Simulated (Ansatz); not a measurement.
# two structures of Re: a comparison of enthalpies under pressure

Program: Ansatz 0.2.0 through its Python package.

The script, `run_transition.py`:
```python
"""Enthalpies of two structures of Re under pressure."""

import warnings

import ansatz as az
import numpy as np
from tabulate import tabulate


def diamond(A, a):
    return az.Crystal.diamond(A, a=a)


def bcc(first, a):
    return (
        az.Lattice.bcc(a)
        .space_group(229)
        .atom(first, (0, 0, 0))
        .primitive()
    )


def run_phase(name, crystal, pressure=0.0):
    calc = crystal.calculation()
    calc = calc.functional("PBE")
    calc = calc.basis(550).kpoints(spacing=0.3)
    calc = calc.occupations("gaussian", width=0.05)
    calc = calc.relax(force_tolerance=0.02, max_steps=60, cell=True, pressure=pressure)
    return calc.run()


def volume_per_atom(outcome):
    return abs(np.linalg.det(outcome.lattice.cell_ang)) / len(outcome.lattice.sites)

warnings.simplefilter("ignore", az.DeckWarning)

phases = {}
phases["diamond"] = diamond("Re", 5.35)
phases["bcc"] = bcc("Re", 3.09)

# H = E + PV, with 1 eV per cubic angstrom equal to 160.2 GPa
pressures = [0, 10, 20, 30]
enthalpy, volume = {name: [] for name in phases}, {name: [] for name in phases}
for p in pressures:
    for name, crystal in phases.items():
        o = run_phase(name, crystal, pressure=p)
        volume[name].append(volume_per_atom(o))
        enthalpy[name].append(o.report["energy_sigma0_ev"] / len(o.lattice.sites) + p * volume[name][-1] / 160.21766)
gap = np.array(enthalpy["bcc"]) - np.array(enthalpy["diamond"])
rows = [(p, va, vb, 1000 * d) for p, va, vb, d in zip(pressures, volume["diamond"], volume["bcc"], gap)]
print(tabulate(rows, headers=["P (GPa)", "V diamond (A^3/atom)", "V bcc (A^3/atom)", "H(bcc) - H(diamond) (meV/atom)"], floatfmt=".4f", tablefmt="psql"))
crossings = [p0 - g0 * (p1 - p0) / (g1 - g0) for p0, p1, g0, g1 in zip(pressures, pressures[1:], gap, gap[1:]) if g0 * g1 < 0]
print("crossing near", [round(float(p), 1) for p in crossings], "GPa") if crossings else print("no crossing in this range")
```

```console
$ python run_transition.py
+-----------+------------------------+--------------------+----------------------------------+
|   P (GPa) |   V diamond (A^3/atom) |   V bcc (A^3/atom) |   H(bcc) - H(diamond) (meV/atom) |
|-----------+------------------------+--------------------+----------------------------------|
|         0 |                22.5906 |            15.0819 |                       -1305.6256 |
|        10 |                21.4839 |            14.6840 |                       -1751.1600 |
|        20 |                20.6039 |            14.3358 |                       -2158.5010 |
|        30 |                19.8653 |            14.0292 |                       -2536.1958 |
+-----------+------------------------+--------------------+----------------------------------+
no crossing in this range
```

What to keep in mind:
- Absolute energies stand on the zero of these potentials, so only differences at equal settings mean something.
- At a fixed pressure a relaxation lowers the enthalpy F + PV, while F alone can rise.
- Spin-orbit coupling, which matters for elements this heavy, is left out.
- Only these two structures are compared, at zero temperature and with their symmetry kept; either may be hypothetical, and another phase may be lower than both. Differences under about 40 meV an atom lie within the error of mesh and functional.
- The cells are prototypes set up for this calculation and needn't exist.
- It ran for 43 s on 1 thread of Arm Neoverse V1, on a shared host, peak memory 0.41 GiB.
